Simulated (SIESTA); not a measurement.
FeSi:

```
CELL_PARAMETERS angstrom
4.55070 0.00000 0.00000
0.00000 4.55070 0.00000
0.00000 0.00000 4.55070
ATOMIC_POSITIONS crystal
Fe 0.86348 0.63652 0.36348
Fe 0.63652 0.36348 0.86348
Fe 0.36348 0.86348 0.63652
Fe 0.13652 0.13652 0.13652
Si 0.15760 0.34240 0.65760
Si 0.34240 0.65760 0.15760
Si 0.65760 0.15760 0.34240
Si 0.84240 0.84240 0.84240
```

A run of SIESTA 5.4.2 on this cell left the log below. Logs are shortened: lines on timing, memory, paths and dates and some standing lists are left out, and cuts for length are marked.

```text
Version         : 5.4.2

[... 6 lines left out ...]
 NOTE: Please see the manual for full details and compatibility measures.

reinit: Reading from file FeSi.fdf

reinit: -----------------------------------------------------------------------
reinit: System Name: FeSi
reinit: -----------------------------------------------------------------------
reinit: System Label: FeSi
reinit: -----------------------------------------------------------------------

NOTE on units for spin output:
{S} is the spin magnetic moment, in units of the Bohr magneton,
assuming a g-factor for the electron spin of exactly 2.
The spin magnetic moment is then numerically equal to the charge inbalance,
in units of electrons, between the spin-up and -down channels.

initatom: Reading input for the pseudopotentials and atomic orbitals ----------
Species number:   1 Atomic number:   26 Label: Fe
Species number:   2 Atomic number:   14 Label: Si

Ground state valence configuration (from tables):   4s02  4p00  3d06  4f00
Ground state valence configuration (from tables):   3s02  3p02  3d00  4f00

---- Processing specs for species: Fe
Reading pseudopotential information in PSML from:
  Fe.psml
PSML file version: 1.1
Using libxc ids:  101 130
GGA--PBE XC_GGA_X_PBE--XC_GGA_C_PBE pb
Semicore shell(s) with  8 electrons included in the valence for Fe

---- Processing specs for species: Si
Reading pseudopotential information in PSML from:
  Si.psml
PSML file version: 1.1
Using libxc ids:  101 130
GGA--PBE XC_GGA_X_PBE--XC_GGA_C_PBE pb

---- Pseudopotential check for Fe

Pseudized shells:
3s( 2.00) rc: 1.25
3p( 6.00) rc: 1.20
3d( 6.00) rc: 1.55
Valence configuration for ps generation: 3s:3p:3d:4s: Total charge:  16.000000
Semicore shell(s): 3s 3p

---- Pseudopotential check for Si

Pseudized shells:
[... 695 lines left out ...]
    Basis Pressure for species 2(Si) :      0.2000000 GPa

    Orbital volume contribution        =           8.272888 eV
    (Free)E + p_basis*V_orbitals       =      -14096.760640 eV
    (Free)Eharris+ p_basis*V_orbitals  =      -14096.760642 eV

mulliken: Atomic and Orbital Populations:

mulliken: Spin UP

Species: Fe
Atom  Qatom  Qorb
               3s      3s      4s      4s      3py     3pz     3px     3py
               3pz     3px     4py     4pz     4px     3dxy    3dyz    3dz2
               3dxz    3dx2-y2 3dxy    3dyz    3dz2    3dxz    3dx2-y2
   1  8.415   0.955   0.019  -0.122   0.092   0.985   0.985   0.985   0.021
              0.021   0.021   0.155   0.155   0.155   0.877   0.877   0.901

              0.877   0.901  -0.091  -0.091  -0.086  -0.091  -0.086
   2  8.415   0.955   0.019  -0.122   0.092   0.985   0.985   0.985   0.021
              0.021   0.021   0.155   0.155   0.155   0.877   0.877   0.901
[... 5 lines left out ...]
              0.877   0.901  -0.091  -0.091  -0.086  -0.091  -0.086
   4  8.415   0.955   0.019  -0.122   0.092   0.985   0.985   0.985   0.021
              0.021   0.021   0.155   0.155   0.155   0.877   0.877   0.901

              0.877   0.901  -0.091  -0.091  -0.086  -0.091  -0.086

Species: Si
Atom  Qatom  Qorb
               3s      3s      3py     3pz     3px     3py     3pz     3px
               3Pdxy   3Pdyz   3Pdz2   3Pdxz   3Pdx2-y2
   5  2.086   0.600   0.058   0.150   0.150   0.150   0.193   0.193   0.193
              0.078   0.078   0.081   0.078   0.081
   6  2.086   0.600   0.058   0.150   0.150   0.150   0.193   0.193   0.193
              0.078   0.078   0.081   0.078   0.081
   7  2.086   0.600   0.058   0.150   0.150   0.150   0.193   0.193   0.193
              0.078   0.078   0.081   0.078   0.081
   8  2.086   0.600   0.058   0.150   0.150   0.150   0.193   0.193   0.193
              0.078   0.078   0.081   0.078   0.081

mulliken: Qtot =       42.004

mulliken: Spin DOWN

Species: Fe
Atom  Qatom  Qorb
               3s      3s      4s      4s      3py     3pz     3px     3py
               3pz     3px     4py     4pz     4px     3dxy    3dyz    3dz2
               3dxz    3dx2-y2 3dxy    3dyz    3dz2    3dxz    3dx2-y2
   1  7.233   0.947   0.016  -0.131   0.093   0.985   0.985   0.985   0.022
              0.022   0.022   0.153   0.153   0.153   0.683   0.683   0.641

              0.683   0.641  -0.105  -0.105  -0.094  -0.105  -0.094
   2  7.233   0.947   0.016  -0.131   0.093   0.985   0.985   0.985   0.022
              0.022   0.022   0.153   0.153   0.153   0.683   0.683   0.641
[... 5 lines left out ...]
              0.683   0.641  -0.105  -0.105  -0.094  -0.105  -0.094
   4  7.233   0.947   0.016  -0.131   0.093   0.985   0.985   0.985   0.022
              0.022   0.022   0.153   0.153   0.153   0.683   0.683   0.641

              0.683   0.641  -0.105  -0.105  -0.094  -0.105  -0.094

Species: Si
Atom  Qatom  Qorb
               3s      3s      3py     3pz     3px     3py     3pz     3px
               3Pdxy   3Pdyz   3Pdz2   3Pdxz   3Pdx2-y2
   5  2.266   0.637   0.047   0.157   0.157   0.157   0.224   0.224   0.224
              0.088   0.088   0.088   0.088   0.088
   6  2.266   0.637   0.047   0.157   0.157   0.157   0.224   0.224   0.224
              0.088   0.088   0.088   0.088   0.088
   7  2.266   0.637   0.047   0.157   0.157   0.157   0.224   0.224   0.224
              0.088   0.088   0.088   0.088   0.088
   8  2.266   0.637   0.047   0.157   0.157   0.157   0.224   0.224   0.224
              0.088   0.088   0.088   0.088   0.088

mulliken: Qtot =       37.996

Mulliken Atomic Populations:
Atom #   charge [q] valence [e]      Sz [e]  Species
     1     0.352089   15.647911    1.182009  Fe
     2     0.352087   15.647913    1.182008  Fe
     3     0.352087   15.647913    1.182008  Fe
     4     0.352089   15.647911    1.182009  Fe
     5    -0.352088    4.352088   -0.180225  Si
     6    -0.352088    4.352088   -0.180225  Si
     7    -0.352088    4.352088   -0.180225  Si
     8    -0.352088    4.352088   -0.180225  Si
 Total    -0.000000                4.007137

Job completed
```

Q: Write the input and the command behind it.

A: Band structure with PBE, collinear spin, ferromagnetic start. The files as run (others can give the same):

FeSi.fdf
```
SystemName                      FeSi
SystemLabel                     FeSi
NumberOfSpecies                 2
NumberOfAtoms                   8
%block ChemicalSpeciesLabel
  1  26 Fe
  2  14 Si
%endblock ChemicalSpeciesLabel

LatticeConstant                 1.0 Ang
%block LatticeVectors
     4.5507000000     0.0000000000     0.0000000000
     0.0000000000     4.5507000000     0.0000000000
     0.0000000000     0.0000000000     4.5507000000
%endblock LatticeVectors
AtomicCoordinatesFormat         Fractional
%block AtomicCoordinatesAndAtomicSpecies
     0.8634800000     0.6365200000     0.3634800000  1  Fe
     0.6365200000     0.3634800000     0.8634800000  1  Fe
     0.3634800000     0.8634800000     0.6365200000  1  Fe
     0.1365200000     0.1365200000     0.1365200000  1  Fe
     0.1576000000     0.3424000000     0.6576000000  2  Si
     0.3424000000     0.6576000000     0.1576000000  2  Si
     0.6576000000     0.1576000000     0.3424000000  2  Si
     0.8424000000     0.8424000000     0.8424000000  2  Si
%endblock AtomicCoordinatesAndAtomicSpecies

%block kgrid.MonkhorstPack
    6   0   0  0.0
    0   6   0  0.0
    0   0   6  0.0
%endblock kgrid.MonkhorstPack
XC.Functional                   GGA
XC.Authors                      PBE
PAO.BasisSize                   DZP
PAO.EnergyShift                 0.003 Ry
Mesh.Cutoff                     800 Ry
Spin                            polarized
%block DM.InitSpin
    1   3.000
    2   3.000
    3   3.000
    4   3.000
    5   0.000
    6   0.000
    7   0.000
    8   0.000
%endblock DM.InitSpin
OccupationFunction              FD
ElectronicTemperature           0.05 eV
MaxSCFIterations                200
SCF.MustConverge                false
SCF.Mixer.Method                Pulay
SCF.Mixer.Weight                0.1
SCF.Mixer.History               10
SCF.DM.Tolerance                5.0e-05
SCF.H.Tolerance                 1.0e-03 eV
WriteForces                     true
Charge.Mulliken                 end
BandLinesScale                  ReciprocalLatticeVectors
%block BandLines
    1    0.000000   0.000000   0.000000  \Gamma
   11    0.000000   0.500000   0.000000  X
   11    0.500000   0.500000   0.000000  M
   15    0.000000   0.000000   0.000000  \Gamma
   18    0.500000   0.500000   0.500000  R
   15    0.000000   0.500000   0.000000  X
    1    0.500000   0.500000   0.000000  M
   11    0.500000   0.500000   0.500000  R
%endblock BandLines
%block PAO.Basis
  Fe 5
  n=3 0 2
    2.625 0.000
  n=4 0 2
    7.565 0.000
  n=3 1 2
    2.937 0.000
  n=4 1 1
    7.565
  n=3 2 2
    4.859 0.000
%endblock PAO.Basis
```

Potentials or basis: PseudoDojo 0.4 standard (PBE files), DZP (energy shift 0.003 Ry; two zetas on semicore shells).
Launch:
```sh
$ siesta FeSi.fdf > FeSi.out 2>&1
```

Caveat: short orbitals over semicore shells can move pressures by several GPa; the basis of atomic orbitals isn't converged, which shifts pressures, moduli and gaps.
